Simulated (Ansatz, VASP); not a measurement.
## K: VASP beside Ansatz

```
K
1.0
    10.01196    0.00000    0.00000
     0.00000   10.01196    0.00000
     0.00000    0.00000    4.29557
K
1
Direct
  0.00000 0.00000 0.00000
```

Change from the starting cell: volume scaled by 0.98.

Alike in both runs: task single point; functional PBE; k mesh 3 × 3 × 6; occupations fermi-dirac, width 0.05 eV; no spin polarisation.

|  | VASP | Ansatz |
| --- | --- | --- |
| version | VASP 6.6.1 | Ansatz 0.2.0 |
| potentials or method | VASP PAW PBE potentials, release 64 (K_sv) | Ansatz PAW |
| plane-wave cutoff (eV) | 520 | 420 |
| valence electrons in the cell | 9 | 9 |

```tsv
	VASP	Ansatz	Ansatz less VASP
gap on the k mesh at the Fermi level (eV)	none	none	-
pressure (GPa)	0.0	0.0	0.00
```

A gap of «none» marks a metal or a gap that the smearing closes.
